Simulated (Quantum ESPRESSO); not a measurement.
MgS (Niningerite):

```xyz
2
Lattice="0.0000 2.6016 2.6016 2.6016 0.0000 2.6016 2.6016 2.6016 0.0000" Properties=species:S:1:pos:R:3 pbc="T T T"
S     2.6016    2.6016    2.6016
Mg    0.0000    0.0000    0.0000
```

```yaml
Program: Quantum ESPRESSO 7.5
Task: phonons
Functional: PBE
Potentials_or_basis: PseudoDojo 0.4.1 SR PBE standard
Cutoff: 1143 eV
Density_cutoff: 4572 eV
k_mesh: 4 × 4 × 4, shifted
Occupations: fermi-dirac, width 0.05 eV
Spin: no spin polarisation
Mixing_beta: 0.5
Most_SCF_iterations: 120
SCF_threshold: 4e-10 Ry
```

The cell and the atoms were relaxed first, to 17.89 Å³/atom (a = 3.699 Å, b = 3.699 Å, c = 3.699 Å, α = 60.00°, β = 60.00°, γ = 60.00°), and the response was taken there.

The first run showed a gap, so the response started from a second, tighter run with fixed occupations.

**Question.** How polar is the lattice: what are the Born charges, the two dielectric constants and the LO-TO splitting?

**Answer.** Born charges ±2.35 e; dielectric constants 5.46 (electrons alone) and 15.96 (static); transverse and longitudinal modes at 229 and 392 cm⁻¹.

Caveat: before the sum rule the acoustic modes lie tens of cm⁻¹ from zero, a sign that the density grid also shifts the optical modes.
